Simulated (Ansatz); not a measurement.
P:

```
CELL_PARAMETERS angstrom
1.64774 -5.46504 0.00000
1.64774 5.46504 0.00000
0.00000 0.00000 4.54364
ATOMIC_POSITIONS crystal
P 0.90414 0.09586 0.58882
P 0.09586 0.90414 0.41118
P 0.59586 0.40414 0.08882
P 0.40414 0.59586 0.91118
```

Base run:

```yaml
Program: Ansatz 0.2.0
Functional: HSE06 form with a typed share of exact exchange
Potentials_or_basis: Ansatz PAW
Cutoff: "420 eV (not typed: the program's choice for these potentials)"
k_mesh: 5 × 5 × 4
Occupations: fermi-dirac, width 0.05 eV
Spin: no spin polarisation
```

Its results: band gap on the k mesh 0.66 eV, direct; pressure 1.2 GPa; largest force 0.226 eV/Å.

Question: After a change of settings the same cell gave: band gap on the k mesh 1.29 eV, direct; pressure -0.9 GPa; largest force 0.193 eV/Å. Which change was it?
A. functional from HSE06 form with a typed share of exact exchange to HSE06; share of exact exchange from 0.1 to 0.25
B. share of exact exchange from 0.1 to 0.35
C. share of exact exchange from 0.1 to 0.15
D. share of exact exchange from 0.1 to 0.5

Answer: B.

Caveats: odd divisions of the mesh miss points on the zone boundary, where band edges often lie, so the gap on the mesh can be too wide; the PAW data sets come from PBE, with cores solved anew for the run's functional, which leaves a small shift of forces and pressure; the thresholds are loose for stress.
